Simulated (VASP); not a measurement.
**GaN: single point with PBEsol**

GaN:

```
CELL_PARAMETERS angstrom
0.00000 2.13524 2.13524
2.13524 0.00000 2.13524
2.13524 2.13524 0.00000
ATOMIC_POSITIONS crystal
Ga 0.00000 0.00000 0.00000
N 0.50000 0.50000 0.50000
```

Measurements of this composition are mostly on another form, of space group No. 186.

```
Program             : VASP 6.6.1
Task                : single point
Functional          : PBEsol
Potentials or basis : VASP PAW PBE potentials, release 64 (Ga_d, N)
Cutoff              : 520 eV
k mesh              : 14 × 14 × 14
Occupations         : gaussian, width 0.02 eV
Spin                : no spin polarisation
```

```
Pressure               : -7.2 GPa
Band gap on the k mesh : 0.32 eV, indirect (least direct gap 2.37 eV)
```

Levels at points of the mesh, in eV from the valence-band top:
```tsv
k point	band 6	band 7	band 8	band 9	band 10	band 11	band 12	band 13
(0.00, 0.00, 0.00)	-13.86	-0.49	-0.49	-0.49	1.88	14.42	14.42	14.42
(0.50, 0.00, 0.00)	-13.73	-8.16	-0.18	-0.18	4.47	8.80	8.80	8.97
(0.50, 0.50, 0.00)	-10.98	-6.97	-2.97	-2.97	0.32	7.64	11.54	14.02
```

Wall time 9.2 s on 1 thread of Intel(R) Xeon(R) 6975P-C (Granite Rapids), on a shared host, peak memory 0.16 GiB.

Caveat: the PAW data sets were made with another functional, which shifts forces and pressure a little. Expect the measured gap to be larger: semilocal functionals such as PBEsol lack the derivative discontinuity.
